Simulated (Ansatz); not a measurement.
**Clamped-ion strain scan in Mo**

These are results of DFT PBEsol, scalar-relativistic, plane waves, PAW (Ansatz), not measurements. Settings: plane waves to 420 eV, k-mesh 26×26×26 (Γ-centred), Gaussian smearing 0.15 eV. No spin polarisation. Energies are free energies at this smearing, counted from the undisturbed cell; pressure is positive in compression.

Reference structure (relaxed at this level; with this scan's settings it stands at 0.1 GPa):

```
Mo
1.0
    -1.56465    1.56465    1.56465
     1.56465   -1.56465    1.56465
     1.56465    1.56465   -1.56465
Mo
1
Cartesian
  0.0000 0.0000 0.0000
```

The cell is strained by ε times the Voigt pattern (0, 0, 0, 0, 1, 0) (xx, yy, zz, yz, xz, xy; engineering shear) with fractional coordinates fixed. The cell is metallic on the mesh throughout.

| ε | ΔE (meV/atom) |
| --- | --- |
| -0.0200 | 2.0 |
| -0.0100 | 0.5 |
| 0.0000 | 0.0 |
| 0.0025 | 0.0 |
| 0.0050 | 0.1 |
| 0.0075 | 0.3 |
| 0.0125 | 0.8 |
| 0.0150 | 1.1 |
| 0.0175 | 1.5 |

Task: Predict the stress summed along the pattern (GPa, tension positive) at each point.

Result:
```csv
ε,"stress summed along the pattern (GPa, tension positive)"
-0.0200,-2.13
-0.0100,-1.06
0.0000,0.00
0.0025,0.26
0.0050,0.53
0.0075,0.79
0.0125,1.32
0.0150,1.59
0.0175,1.86
```